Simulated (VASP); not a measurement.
# K (Im-3m) in VASP: notebook

The runs below take K through single point, with r2SCAN.

All numbers are computed with VASP 6.6.1; they aren't measurements. Logs are shortened: lines on timing, memory, paths and dates and some standing lists are left out, and cuts for length are marked.

## (1) The crystal as given

It takes space group Im-3m (No. 229, cubic). The conventional cell has a = 5.395 Å, b = 5.395 Å, c = 5.395 Å, α = 90.00°, β = 90.00°, γ = 90.00°.

## (2) Single point, r2SCAN

File INCAR:

```
SYSTEM = K
ADDGRID = .False.
ALGO = Normal
EDIFF = 1E-6
ENCUT = 550
ISIF = 2
ISMEAR = -1
LASPH = .True.
LCHARG = .False.
LMIXTAU = .True.
LREAL = .False.
LWAVE = .False.
METAGGA = R2SCAN
NBANDS = 10
NELM = 100
PREC = Accurate
SIGMA = 0.15
```

File KPOINTS:

```
k-points
0
Gamma
  2 2 2
  0 0 0
```

File POSCAR:

```
K
1.0
   -2.6491090000      2.6630490000      2.6437420000
    2.6773590000     -2.6874940000      2.6964360000
    2.7342160000      2.7726000000     -2.6681870000
K
1
Direct
   -0.0060180000      0.0074470000      0.0002300000
```

Potentials or basis: VASP PAW PBE potentials, release 64 (K_pv).

Run with:

```bash
cat potpaw_PBE.64/K_pv/POTCAR > POTCAR
mpirun -np 1 vasp_std > vasp.out
```

OUTCAR:

```text
SYSTEM = K
   EDIFF = 1E-6
   ENCUT = 550
   ISIF = 2
   ISMEAR = -1
   LASPH = .True.
   LREAL = .False.
   METAGGA = R2SCAN
   NELM = 100
   PREC = Accurate

 Found      8 irreducible k-points:

 Following reciprocal coordinates:
            Coordinates               Weight
  0.000000  0.000000  0.000000      1.000000
  0.500000  0.000000 -0.000000      1.000000
  0.000000  0.500000  0.000000      1.000000
  0.500000  0.500000 -0.000000      1.000000
  0.000000  0.000000  0.500000      1.000000
  0.500000  0.000000  0.500000      1.000000
   k-points           NKPTS =      8   k-points in BZ     NKDIM =      8   number of bands    NBANDS=     10
   number of dos      NEDOS =    301   number of ions     NIONS =      1
   total plane-waves  NPLWV =  46656
   dimension x,y,z NGX =    36 NGY =   36 NGZ =   36
   dimension x,y,z NGXF=    72 NGYF=   72 NGZF=   72
   ions per type =               1
   NGX,Y,Z   is equivalent  to a cutoff of  13.03, 12.86, 12.68 a.u.
   NGXF,Y,Z  is equivalent  to a cutoff of  26.06, 25.72, 25.36 a.u.
 SYSTEM =  K
   PREC   = accura    normal or accurate (medium, high low for compatibility)
   ISTART =      0    job   : 0-new  1-cont  2-samecut
   ICHARG =      2    charge: 1-file 2-atom 10-const
   ISPIN  =      1    spin polarized calculation?
   LNONCOLLINEAR =      F non collinear calculations
   LSORBIT =      F    spin-orbit coupling
   LASPH  =      T    aspherical Exc in radial PAW
   ENCUT  =  550.0 eV  40.42 Ry    6.36 a.u.   8.78  8.90  9.03*2*pi/ulx,y,z
   NELM   =    100;   NELMIN=  2; NELMDL= -5     # of ELM steps
   EDIFF  = 0.1E-05   stopping-criterion for ELM
   LREAL  =      F    real-space projection
   EDIFFG = 0.1E-04   stopping-criterion for IOM
   NSW    =      0    number of steps for IOM
   IBRION =     -1    ionic relax: 0-MD 1-quasi-New 2-CG
   NFREE  =      0    steps in history (QN), initial steepest desc. (CG)
   ISIF   =      2    stress and relaxation
   ISYM   =      2    0-nonsym 1-usesym 2-fastsym
   POTIM  = 0.5000    time-step for ionic-motion
   TEBEG  =    0.0;   TEEND  =   0.0 temperature during run
   PSTRESS=    0.0 pullay stress
   NELECT =       7.0000    total number of electrons
   NUPDOWN=      -1.0000    fix difference up-down
   EMIN   =  10.00;   EMAX   =-10.00  energy-range for DOS
   EFERMI =   0.00;   METHOD = LEGACY
   ISMEAR =    -1;   SIGMA  =   0.15  broadening in eV -4-tet -1-fermi 0-gaus
   EFERMI_NEDOS =   21; number of points for ismear=-14 and -15
   IALGO  =     38    algorithm
   IMIX   =      4    mixing-type and parameters
     AMIX     =   0.40;   BMIX     =  1.00
     AMIX_MAG =   1.60;   BMIX_MAG =  1.00
  volume/ion in A,a.u.               =      78.52       529.87
  Fermi-wavevector in a.u.,A,eV,Ry     =   0.731335  1.382024  7.277098  0.534852
  Thomas-Fermi vector in A             =   1.823527
   LORBIT       =      0    0 simple, 1 ext, 2 COOP (PROOUT), +10 PAW based schemes
   METAGGA = R2SCAN    functional components
   LHFCALC =     F    Hartree Fock is set to
   AEXX    =    0.0000 exact exchange contribution
   IVDW    =     0    specifies the selected vdW correction
   LEPSILON=     F    determine dielectric tensor
   LRPA    =     F    only Hartree local field effects (RPA)
 non-spin polarized calculation
  energy-cutoff  :      550.00
  volume of cell :       78.52
 maximum number of plane-waves:      2314
 NGX is ok and might be reduce to    36
   NGX = 17   NGY = 17   NGZ = 19

 number of electron       6.9999999 magnetization

 Free energy of the ion-electron system (eV)
  ---------------------------------------------------
  ext. energy  EPLUGINS =         0.00000000
  ---------------------------------------------------
  free energy    TOTEN  =        -5.49957272 eV

  energy without entropy =       -5.25222004  energy(sigma->0) =       -5.37589638

 E-fermi :  -0.7726     XC(G=0):  -5.7627

 val. band max:       -3.4067519479   @ k =   0.0000   0.0000   0.0000
 cond. band min:      -0.7081502901   @ k =   0.0000   0.0000   0.5000
 fundamental gap:      2.6986016578
 Fermi energy:        -0.7725960815

 k-point     1 :       0.0000    0.0000    0.0000
  band No.  band energies     occupation
      1     -17.4615      2.00000
      2     -17.4590      2.00000
      3     -17.4579      2.00000
      4      -3.4068      2.00000
      5       3.4906      0.00000
      6       3.5554      0.00000
      7       3.6932      0.00000
      8       4.5317      0.00000
      9       4.6323      0.00000
     10       6.8031      0.00000

 k-point     2 :       0.5000    0.0000   -0.0000
  band No.  band energies     occupation
      1     -17.5183      2.00000
      2     -17.4774      2.00000
      3     -17.4588      2.00000
      4      -0.5900      0.45673
      5      -0.5555      0.38087
      6       2.2759      0.00000
      7       4.1865      0.00000
      8       4.9218      0.00000
      9       5.1734      0.00000
     10       5.6517      0.00000

 k-point     3 :       0.0000    0.5000    0.0000
  band No.  band energies     occupation
      1     -17.5130      2.00000
      2     -17.4771      2.00000
      3     -17.4607      2.00000
      4      -0.6212      0.53415
      5      -0.6028      0.48769
      6       2.2500      0.00000
      7       4.2710      0.00000
      8       4.8996      0.00000
      9       5.2525      0.00000
     10       5.7163      0.00000

 k-point     4 :       0.5000    0.5000   -0.0000
  band No.  band energies     occupation
      1     -17.5211      2.00000
      2     -17.4798      2.00000
      3     -17.4568      2.00000
      4      -0.5722      0.41625
      5      -0.5296      0.33040
      6       2.3583      0.00000
      7       4.0717      0.00000
      8       4.9639      0.00000
      9       5.0480      0.00000
     10       5.6932      0.00000

 k-point     5 :       0.0000    0.0000    0.5000
  band No.  band energies     occupation
      1     -17.5092      2.00000
      2     -17.4751      2.00000
      3     -17.4610      2.00000
      4      -0.7082      0.78843
      5      -0.7021      0.76922
      6       2.3722      0.00000
      7       4.2605      0.00000
      8       5.1202      0.00000
      9       5.2521      0.00000
     10       5.8987      0.00000

 k-point     6 :       0.5000    0.0000    0.5000
  band No.  band energies     occupation
      1     -17.5184      2.00000
      2     -17.4779      2.00000
      3     -17.4587      2.00000
      4      -0.5776      0.42828
      5      -0.5397      0.34933
      6       2.2463      0.00000
      7       4.2013      0.00000
      8       4.8860      0.00000
      9       5.1839      0.00000
     10       5.6078      0.00000

 [... further k-points ...]

------------------------ aborting loop because EDIFF is reached ----------------------------------------

  FORCE on cell =-STRESS in cart. coord.  units (eV):
  Direction    XX          YY          ZZ          XY          YZ          ZX
  --------------------------------------------------------------------------------------
  -------------------------------------------------------------------------------------
  Total        0.2518293      0.2682608      0.1693853      0.1647711     -0.0461419      0.0504796
  in kB        5.1385924      5.4738795      3.4563189      3.3621650     -0.9415282      1.0300401
  external PRESSURE =       4.6895969 kB  Pullay stress =       0.0000000 kB

 VOLUME and BASIS-vectors are now :
 -----------------------------------------------------------------------------
  energy-cutoff  :      550.00
  volume of cell :       78.52
      direct lattice vectors                 reciprocal lattice vectors
    -2.649109000  2.663049000  2.643742000    -0.003889548  0.184877607  0.188126541
     2.677359000 -2.687494000  2.696436000     0.183848792 -0.002040834  0.186277758
     2.734216000  2.772600000 -2.668187000     0.181941348  0.181121382 -0.000133391

 POSITION                                       TOTAL-FORCE (eV/Angst)
 -----------------------------------------------------------------------------------
     -2.61260      2.62765      2.64730        -0.000000      0.000000      0.000000
 -----------------------------------------------------------------------------------
    total drift:                               -0.000008      0.000001     -0.000002

  FREE ENERGIE OF THE ION-ELECTRON SYSTEM (eV)
  ---------------------------------------------------
  free  energy   TOTEN  =        -5.4995727155 eV

  energy  without entropy=       -5.2522200393  energy(sigma->0) =       -5.37589638
```

It took 26 s on 1 thread of Intel Xeon Platinum 8559C (Emerald Rapids), shared host; peak memory 0.21 GiB.

These settings aren't checked as converged: the numbers below hold their error.

What came out:

```yaml
Free_energy: -5.4996 eV
Pressure: 0.5 GPa
Band_gap_on_the_k_mesh: none (metal or under the smearing width)
```

Caveat: the k mesh is coarse (spacing up to 0.83 Å⁻¹), so the values aren't converged; the PAW data sets were made with another functional, which shifts forces and pressure a little.

## (3) Single point, r2SCAN

INCAR: that of step 2 with these lines changed.

```diff
@@ -4,3 +4,3 @@
 EDIFF = 1E-6
-ENCUT = 550
+ENCUT = 250
 ISIF = 2
```

File KPOINTS:

```
k-points
0
Gamma
  3 3 3
  0 0 0
```

File POSCAR:

```
K
1.0
   -2.6975585167      2.6975585167      2.6975585167
    2.6975585167     -2.6975585167      2.6975585167
    2.6975585167      2.6975585167     -2.6975585167
K
1
Direct
    0.0000000000      0.0000000000      0.0000000000
```

Potentials or basis: VASP PAW PBE potentials, release 64 (K_pv).

Run with:

```bash
cat potpaw_PBE.64/K_pv/POTCAR > POTCAR
mpirun -np 1 vasp_std > vasp.out
```

Run time: 10 s. Hardware: 1 thread of Intel Xeon Platinum 8559C (Emerald Rapids), shared host; peak memory 0.13 GiB.

These settings aren't checked as converged: the numbers below hold their error.

What came out:

```
Free energy            : -6.0826 eV
Pressure               : -0.2 GPa
Band gap on the k mesh : none (metal or under the smearing width)
```

Caveat: the k mesh is coarse (spacing up to 0.55 Å⁻¹), so the values aren't converged; the PAW data sets were made with another functional, which shifts forces and pressure a little.

## (4) Single point, r2SCAN

INCAR is that of step 3.

KPOINTS is that of step 3.

File POSCAR:

```
K
1.0
   -2.6491090000      2.6630490000      2.6437420000
    2.6773590000     -2.6874940000      2.6964360000
    2.7342160000      2.7726000000     -2.6681870000
K
1
Direct
   -0.0060180000      0.0074470000      0.0002300000
```

Run with:

```bash
cat potpaw_PBE.64/K_pv/POTCAR > POTCAR
mpirun -np 1 vasp_std > vasp.out
```

It took 20 s on 1 thread of Intel Xeon Platinum 8559C (Emerald Rapids), shared host; peak memory 0.13 GiB.

The run converged, but some of its settings lie outside the range that counts as converged, so its numbers aren't taken as properties of the crystal.

What came out:

```yaml
Free_energy: -6.0817 eV
Pressure: -0.1 GPa
Band_gap_on_the_k_mesh: none (metal or under the smearing width)
```

Caveat: the k mesh is coarse (spacing up to 0.55 Å⁻¹), so the values aren't converged; the PAW data sets were made with another functional, which shifts forces and pressure a little.

## (5) Single point, r2SCAN

INCAR: that of step 4 with these lines changed.

```diff
@@ -4,3 +4,3 @@
 EDIFF = 1E-6
-ENCUT = 250
+ENCUT = 300
 ISIF = 2
```

KPOINTS is that of step 4.

File POSCAR:

```
K
1.0
   -2.6975585167      2.6975585167      2.6975585167
    2.6975585167     -2.6975585167      2.6975585167
    2.6975585167      2.6975585167     -2.6975585167
K
1
Direct
    0.0000000000      0.0000000000      0.0000000000
```

Run with:

```bash
cat potpaw_PBE.64/K_pv/POTCAR > POTCAR
mpirun -np 1 vasp_std > vasp.out
```

Run time: 14 s. Hardware: 1 thread of Intel Xeon Platinum 8559C (Emerald Rapids), shared host; peak memory 0.15 GiB.

The run converged, but some of its settings lie outside the range that counts as converged, so its numbers aren't taken as properties of the crystal.

What came out:

```yaml
Free_energy: -6.0846 eV
Pressure: -0.2 GPa
Band_gap_on_the_k_mesh: none (metal or under the smearing width)
```

Caveat: the k mesh is coarse (spacing up to 0.55 Å⁻¹), so the values aren't converged; the PAW data sets were made with another functional, which shifts forces and pressure a little.

## (6) For comparison

An earlier run on the cell as given: functional PBE; potentials or basis VASP PAW PBE potentials, release 64 (K_sv); cutoff 520 eV; k mesh 7 × 7 × 7; occupations fermi-dirac, width 0.05 eV; no spin polarisation.

* Pressure: -0.2 GPa
* Band gap on the k mesh: none (metal or under the smearing width)
